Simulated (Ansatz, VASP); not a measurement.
This is a calculation of PbSe (Clausthalite) for VASP 6.6.1.

INCAR

```
SYSTEM = PbSe
ALGO = Normal ; EDIFF = 1E-6
ENCUT = 520 ; GGA = PS
ISIF = 2 ; ISMEAR = -1
LASPH = .True. ; LCHARG = .False.
LREAL = .False. ; LWAVE = .False.
NBANDS = 17 ; NELM = 80
PREC = Accurate ; SIGMA = 0.05
```

Contents of KPOINTS:

```
k-points
0
Gamma
  8 8 8
  0 0 0
```

Contents of POSCAR:

```
PbSe
1.0
    0.0000000000      3.0809197960      3.0809197960
    3.0809197960      0.0000000000      3.0809197960
    3.0809197960      3.0809197960      0.0000000000
Pb Se
1 1
Direct
    0.0000000000      0.0000000000      0.0000000000
    0.5000000000      0.5000000000      0.5000000000
```

Potentials or basis: VASP PAW PBE potentials, release 64 (Pb_d, Se).

Run with:

```console
$ cat potpaw_PBE.64/Pb_d/POTCAR potpaw_PBE.64/Se/POTCAR > POTCAR
$ mpirun -np 1 vasp_std > vasp.out
```

Q: Translate it to Ansatz 0.2.0. Potentials there: all-electron LAPW, scalar-relativistic.

A: As run (the cutoff follows the program's own potentials):

Contents of input.yaml:

```yaml
crystal:
  lattice:
    - [0.0, 3.080919796, 3.080919796]
    - [3.080919796, 0.0, 3.080919796]
    - [3.080919796, 3.080919796, 0.0]
  atoms:
    - { symbol: Pb, position: [0.0, 0.0, 0.0] }
    - { symbol: Se, position: [0.5, 0.5, 0.5] }
kpoints:
  mp_grid: { grid: [8, 8, 8] }
scf:
  occupations: { method: fermi_dirac, width: 0.05 }
hamiltonian:
  xc: pbesol
  pseudopotentials: { kind: all_electron, lapw: { basis_error: 0.0005 } }
output:
  forces: true
  stress: true
  eigenvalues: true
```

Potentials or basis: all-electron LAPW, scalar-relativistic.

Launch:

```console
$ ansatz run input.yaml --threads 1 --pin off --max-ram 3072MiB --backend cpu --events-out ev --progress --plain --runs-dir out
```

Both were run:

|  | VASP | Ansatz | Ansatz less VASP |
| --- | --- | --- | --- |
| gap on the k mesh at the Fermi level (eV) | 0.27 | 0.26 | -0.006 |
| least direct gap on the mesh (eV) | 0.27 | 0.26 | -0.006 |
| pressure (GPa) | -1.5 | -1.5 | +0.02 |

Ansatz ran all-electron here, so the differences hold the error of VASP's frozen core and of both bases.

Caveats: spin-orbit coupling is left out, which as a rule narrows the gap of such compounds by several tenths of an eV; the PAW data sets were made with another functional, which shifts forces and pressure a little (VASP).
